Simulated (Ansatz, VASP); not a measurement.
# Cross-check of Ru (free-standing triangular Ru monolayer, spacing 2.74 A) between VASP and Ansatz

One calculation is typed for both programs; each brings its own data sets. How far apart do they land? The cell is taken from a series of runs on this material, whose earlier steps may have relaxed, scaled, displaced or heated it; both programs get it as it stands.

Main program and level: Ansatz 0.2.0; plane waves, with VASP 6.6.1 beside it; single point at PBE.

**1. Starting point**

The cell holds 1 atom: 1 Ru. Cell: a = 2.740 Å, b = 2.740 Å, c = 14.000 Å, α = 90.0°, β = 90.0°, γ = 120.0°. As first built, before any earlier steps moved the atoms (in the runner's words): model lattice. Vacuum lies along c.

**2. Ansatz: single point, PBE, pair 1**

Ansatz runs on its PAW soft_1 files.

A single point gives forces, pressure and levels at one fixed geometry, so differences don't come from the geometry; what else differs is listed under the comparison.

File input.yaml:

```yaml
crystal:
  lattice:
    - [2.74, 0.0, 0.0]
    - [-1.37, 2.37291, 0.0]
    - [0.0, 0.0, 14.0]
  atoms:
    - { symbol: Ru, position: [0.0, 0.0, 0.5], spin: 1.5 }
magnetization:
  spin_polarized: true
kpoints:
  mp_grid: { grid: [9, 9, 1] }
hamiltonian:
  xc: pbe
  pseudopotentials: { kind: paw, azcp: { folder: soft_1 } }
scf:
  occupations: { method: fermi_dirac, width: 0.1 }
  max_iter: 120
  convergence: { dr2_threshold: 1.0e-08 }
  lower_state_search: "off"
```

Launch:

```
$ ansatz run input.yaml --threads 4 --pin off --max-ram 8192MiB --backend cpu --events-out ev --progress --plain --runs-dir out
```

Numbers of over 12 decimals in the logs are rounded to 6 here.

The log of the run:

```text
Engine: ansatz 0.2.0, x86_64-unknown-linux-gnu
Pseudopotentials: kind: paw
Pseudopotential: Ru, paw, valence charge 16, recommended cutoff 420 eV (normal), soft_1/Ru.paw.azcp
Functional definition: PBE
  parameter kappa = 0.804
  parameter beta = 0.066725
  exchange = pbe_x(kappa = kappa, mu = beta*pi^2/3)
  correlation = pbe_c(beta = beta)
Crystal: 1 atoms, lattice volume = 91.025 Å³
Basis set: ecut = 420 eV, 1793 PW (Γ)
Bands: 13, of which v1, the nominal top of the filled ones, is band 8 counted from 1 (7 counted from 0)
Symmetry: 24 space group operations
Space group: P6/mmm (ITA 191), of the structure as read, at distance tolerance 4.5e-5 Å
Magnetic group: BNS 191.233 (UNI 1463), of the structure as read, at distance tolerance 4.5e-5 Å
k-points: 12 of 81
Non-local potential: Ru, projectors of the file, l = 0: 3, l = 1: 2, l = 2: 2, l = 3: 1
PAW form: soft (Blöchl's): semilocal exchange-correlation on the pseudo side does not see the compensation charge
PAW one-centre angular grid: Ru, 590 points (default); XC on 64 Gauss nodes
Initial density: superposition of atomic densities (neutral atoms: chi_scale 0, normalization atom)
Starting moments: Σ|m| = 1.5 μB on 1 of 1 site
Initial wavefunctions: pseudopotential atomic-orbital guess
Functional: x = pbe(κ = 0.804, μ = 0.219515), c = pbe(β = 0.066725)
SCF iter   1: F=—  HF=-5876.429434 eV  |F-HF|=—  |Δ(HF+E_count)|=         —  Δρ=3.05e-2 (↑3.05e-2 ↓1.69e-2)  dr2=1.35e0  dr2_m=2.22e-1  M=1.355 μB ∫|m|=1.355 μB  β_m=0.30  ethr=3.10e-3  ⟨swp⟩=6.1  Hψ=1858  notcnv=0
preconditioner: auto → LDOS  [metal: Δε(μ)=0.070 eV  Ē_g=7.089 eV  σ=0.100 eV  W_gap=0.17  n_scr=8 (ndim 8)  ℏωp=11.0 eV  f_vac=0.674  D(μ)=2.67/eV (n_scr^D=10)]
spin=Collinear: LDOS preconditioning applied to the charge; magnetization (m = ρ↑ − ρ↓) channel mixes plain (no charge-response kernel on spin).
SCF iter   2: F=—  HF=-5876.238688 eV  |F-HF|=—  |Δ(HF+E_count)|=   1.91e-1  Δρ=1.75e-2 (↑1.75e-2 ↓1.29e-2)  dr2=4.79e-1  dr2_m=9.72e-2  M=1.462 μB ∫|m|=1.462 μB  β_m=0.30  ethr=3.10e-3  ⟨swp⟩=2.8  Hψ=683  notcnv=0
SCF iter   3: F=—  HF=-5876.154753 eV  |F-HF|=—  |Δ(HF+E_count)|=   8.39e-2  Δρ=9.43e-3 (↑6.65e-3 ↓9.43e-3)  dr2=2.27e-2  dr2_m=4.35e-2  M=1.529 μB ∫|m|=1.529 μB  β_m=1.00  ethr=2.99e-3  ⟨swp⟩=2.1  Hψ=534  notcnv=0
SCF iter   4: F=—  HF=-5876.229840 eV  |F-HF|=—  |Δ(HF+E_count)|=   7.51e-2  Δρ=4.91e-3 (↑2.43e-3 ↓4.91e-3)  dr2=1.59e-2  dr2_m=8.04e-3  M=1.673 μB ∫|m|=1.674 μB  β_m=1.00  ethr=1.42e-4  ⟨swp⟩=2.4  Hψ=735  notcnv=0
SCF iter   5: F=—  HF=-5876.235694 eV  |F-HF|=—  |Δ(HF+E_count)|=   5.85e-3  Δρ=2.90e-3 (↑2.72e-3 ↓2.90e-3)  dr2=3.30e-3  dr2_m=3.94e-3  M=1.766 μB ∫|m|=1.766 μB  β_m=1.00  ethr=9.93e-5  ⟨swp⟩=2.5  Hψ=565  notcnv=0
SCF iter   6: F=—  HF=-5876.237595 eV  |F-HF|=—  |Δ(HF+E_count)|=   1.90e-3  Δρ=1.49e-3 (↑9.49e-4 ↓1.49e-3)  dr2=9.62e-4  dr2_m=1.00e-3  M=1.818 μB ∫|m|=1.818 μB  β_m=1.00  ethr=2.06e-5  ⟨swp⟩=2.0  Hψ=546  notcnv=0
SCF iter   7: F=—  HF=-5876.238672 eV  |F-HF|=—  |Δ(HF+E_count)|=   1.08e-3  Δρ=1.13e-3 (↑1.13e-3 ↓7.54e-4)  dr2=5.58e-4  dr2_m=4.47e-4  M=1.846 μB ∫|m|=1.847 μB  β_m=0.30  ethr=6.01e-6  ⟨swp⟩=2.6  Hψ=607  notcnv=0
Mixer restart at iter 7: flushing history
spin-set hold released at iteration 7 (site moments contracting): the magnetisation degrees of freedom join the quasi-Newton model from the next iteration; the mixer history was flushed
SCF iter   8: F=—  HF=-5876.239702 eV  |F-HF|=—  |Δ(HF+E_count)|=   1.03e-3  Δρ=9.54e-4 (↑9.54e-4 ↓6.83e-4)  dr2=3.06e-4  dr2_m=3.96e-4  M=1.854 μB ∫|m|=1.854 μB  β_m=0.61  ethr=3.49e-6  ⟨swp⟩=1.0  Hψ=313  notcnv=0
SCF iter   9: F=—  HF=-5876.241068 eV  |F-HF|=—  |Δ(HF+E_count)|=   1.37e-3  Δρ=4.31e-4 (↑4.31e-4 ↓3.37e-4)  dr2=1.71e-5  dr2_m=1.21e-4  M=1.883 μB ∫|m|=1.883 μB  β_m=0.82  ethr=1.91e-6  ⟨swp⟩=2.8  Hψ=536  notcnv=0
SCF iter  10: F=—  HF=-5876.241169 eV  |F-HF|=—  |Δ(HF+E_count)|=   1.01e-4  Δρ=1.10e-4 (↑7.33e-5 ↓1.10e-4)  dr2=2.08e-5  dr2_m=2.03e-6  M=1.898 μB ∫|m|=1.898 μB  β_m=0.77  ethr=1.07e-7  ⟨swp⟩=2.5  Hψ=561  notcnv=0
SCF iter  11: F=—  HF=-5876.241171 eV  |F-HF|=—  |Δ(HF+E_count)|=   2.34e-6  Δρ=2.34e-5 (↑2.34e-5 ↓1.81e-5)  dr2=8.51e-8  dr2_m=3.16e-7  M=1.900 μB ∫|m|=1.900 μB  β_m=0.88  ethr=1.07e-7  ⟨swp⟩=2.5  Hψ=487  notcnv=0
SCF iter  12: F=—  HF=-5876.241169 eV  |F-HF|=—  |Δ(HF+E_count)|=   2.69e-6  Δρ=5.55e-6 (↑5.10e-6 ↓5.55e-6)  dr2=1.80e-8  dr2_m=1.89e-8  M=1.901 μB ∫|m|=1.901 μB  β_m=0.94  ethr=5.32e-10  ⟨swp⟩=3.0  Hψ=597  notcnv=0
iter 13 met the thresholds in force, and the SCF goes on: an eigenvalue changes by 0.18 meV, over its tolerance of 0.16 meV (output.eigenvalues, Limitations)
SCF iter  13: F=-5876.241169 eV  HF=-5876.241169 eV  |F-HF|=4.82e-10  |Δ(HF+E_count)|=   7.90e-8  Δρ=7.15e-7 (↑7.15e-7 ↓5.28e-7)  dr2=8.30e-10  dr2_m=6.40e-11  M=1.901 μB ∫|m|=1.901 μB  β_m=0.94  ethr=6.25e-11  ⟨swp⟩=2.8  Hψ=658  notcnv=0
SCF iter  14: F=-5876.241169 eV  HF=-5876.241169 eV  |F-HF|=8.37e-11  |Δ(HF+E_count)|=  7.25e-10  Δρ=3.41e-7 (↑1.80e-7 ↓3.41e-7)  dr2=9.31e-11  dr2_m=2.04e-11  M=1.901 μB ∫|m|=1.901 μB  ethr=5.18e-12  ⟨swp⟩=1.0  Hψ=977  notcnv=0
SCF 1 converged in 14 iterations: F = -5876.241169 eV  dr2 = 9.31e-11
  greatest PAW one-centre occupation: 1.000 electrons in one spin orbital (limit 2), on the Ru atom at site 0 (counted from 0), in its partial waves of l = 0
SCF converged after 14 iterations
an eigenvalue changed by more than its tolerance at an iteration that met the thresholds in force, so the SCF went on 1 time: the last check found none over its tolerance
Magnetization: 1.9009 μB (8.9505 up, 7.0495 down)
Absolute magnetization: 1.9012 μB (∫|ρ↑−ρ↓|, with the PAW one-centre terms)
Spin contamination: 0.0068 ħ² per cell (⟨S²⟩ above its minimum at these occupations)
Per-site moments (μB) at R_I (Å): [(1.627379, 1.130250)]
Free energy (F): -5876.241169 eV
Harris-Foulkes:  -5876.241169 eV  (|F-HF|=8.37e-11)
Internal energy: -5876.181371 eV  (E = F + TS)
E sigma→0 (E₀):  -5876.211270 eV
Entropy (-TS):   -0.059798 eV (-59.798 meV/atom)
Fermi energy:    -0.915981 eV
--- Per-component energies (eV) ---
  E_band       = -427.336525
  E_kinetic    = 453.596179
  E_local      = -7999.482527  (includes V_loc(G=0)·N_el)
  E_nonlocal   = 417.440956
  E_hartree    = 3599.133537
  E_xc         = -165.810743
  E_vxc        = -209.167861  (∫ρ·V_xc dr)
  E_paw        = -3502.862766  (= ΣΔE_a)
  E_vpaw       = -287.990992  (= ΣTr[D̂ρ^β])
  E_aug_tail   = 0.000669  (compensation charges beyond the density's cutoff)
  E_ewald      = 1321.803325
  E_smearing   = -0.059798  (= −TS)
  E_closure    = -0.000000  (closes the sum)
  Σ components = -5876.241169   (vs F -5876.241169, Δ=0.00e0)
```

**3. VASP: single point, PBE, pair 1**

The same cell, functional, mesh and smearing now go to VASP, with its own data sets.

Lines of VASP's logs that name or quote its potential files are left out, and so is its time.

File INCAR:

```
SYSTEM = Ru
PREC = Accurate
ENCUT = 400
EDIFF = 1E-06
NELM = 200
ISMEAR = -1
SIGMA = 0.1
LREAL = .FALSE.
ALGO = Normal
GGA = PE
NBANDS = 14
ISPIN = 2
MAGMOM = 1.63
LASPH = .TRUE.
LMAXMIX = 4
LORBIT = 11
LWAVE = .FALSE.
LCHARG = .FALSE.
ISIF = 2
GGA_COMPAT = .FALSE.
```

File POSCAR:

```
Ru
1.0
    2.7400000000      0.0000000000      0.0000000000
   -1.3700000000      2.3729100000      0.0000000000
    0.0000000000      0.0000000000     14.0000000000
Ru
1
Direct
    0.0000000000      0.0000000000      0.5000000000
```

File KPOINTS:

```
Automatic mesh
0
Gamma
9 9 1
0 0 0
```

Potentials, in the order of the species: Ru_pv (PBE family, release 64).

Launch:

```
$ mpirun -np 1 vasp_std
```

The log of the run:

```text
[banner, memory and clock lines left out]
running    1 mpi-ranks, on    1 nodes
 distrk:  each k-point on    1 cores,    1 groups
 distr:  one band on    1 cores,    1 groups

 POSCAR found type information on POSCAR Ru
 POSCAR found :  1 types and       1 ions
 LDA part: xc-table for (Slater+PW92), standard interpolation
 POSCAR, INCAR and KPOINTS ok, starting setup
 FFT: planning ... GRIDC
 FFT: planning ... GRID_SOFT
 FFT: planning ... GRID
 WAVECAR not read
 entering main loop
       N       E                     dE             d eps       ncg     rms          rms(c)
DAV:   1     0.527621460999E+02    0.52762E+02   -0.72539E+03   864   0.624E+02
DAV:   2    -0.597463176570E+01   -0.58737E+02   -0.55065E+02   780   0.181E+02
DAV:   3    -0.693903991212E+01   -0.96441E+00   -0.95121E+00   786   0.230E+01
DAV:   4    -0.695704603500E+01   -0.18006E-01   -0.18000E-01   940   0.268E+00
DAV:   5    -0.695739348423E+01   -0.34745E-03   -0.34744E-03   846   0.254E-01    0.627E+00
DAV:   6    -0.672031778822E+01    0.23708E+00   -0.12177E+00   738   0.992E+00    0.255E+00
DAV:   7    -0.674910946907E+01   -0.28792E-01   -0.81281E-02   730   0.215E+00    0.147E+00
DAV:   8    -0.674063177136E+01    0.84777E-02   -0.12551E-02   730   0.740E-01    0.866E-01
DAV:   9    -0.670893046955E+01    0.31701E-01   -0.46012E-03   720   0.412E-01    0.346E-01
DAV:  10    -0.669283338599E+01    0.16097E-01   -0.10935E-02   678   0.412E-01    0.177E-01
DAV:  11    -0.670985345741E+01   -0.17020E-01   -0.10851E-03   774   0.200E-01    0.132E-01
DAV:  12    -0.673567024065E+01   -0.25817E-01   -0.26541E-03   720   0.209E-01    0.860E-02
DAV:  13    -0.674444101425E+01   -0.87708E-02   -0.13639E-03   714   0.162E-01    0.439E-02
DAV:  14    -0.674456064914E+01   -0.11963E-03   -0.70739E-05   774   0.405E-02    0.212E-02
DAV:  15    -0.674458354541E+01   -0.22896E-04   -0.23483E-05   708   0.330E-02    0.983E-03
DAV:  16    -0.674465051255E+01   -0.66967E-04   -0.58157E-06   774   0.135E-02    0.584E-03
DAV:  17    -0.674472663473E+01   -0.76122E-04   -0.29643E-06   694   0.658E-03    0.400E-03
DAV:  18    -0.674480455551E+01   -0.77921E-04   -0.33734E-06   712   0.645E-03    0.243E-03
DAV:  19    -0.674483602715E+01   -0.31472E-04   -0.65973E-07   568   0.293E-03    0.187E-03
DAV:  20    -0.674486280169E+01   -0.26775E-04   -0.13321E-06   594   0.354E-03    0.112E-03
DAV:  21    -0.674486468977E+01   -0.18881E-05   -0.84881E-08   504   0.161E-03    0.769E-04
DAV:  22    -0.674486554647E+01   -0.85670E-06   -0.31831E-08   498   0.102E-03
   1 F= -.67448655E+01 E0= -.67148120E+01  d E =-.601071E-01  mag=     1.8987
```

(Part 1 of 2 ends here.)

[Lines on the potential files, build, host, timing and source positions are cut from VASP's logs without a mark.]

[Logs are printed without paths, hosts, clocks, repeated set-up lines and the standing remarks that a program may print on its own settings, such as how far it seeks lower states.]

[Hosts, paths, dates, database ids (printed as entryN), source tags and the programs' standing remarks are cut or masked in the printed files.]
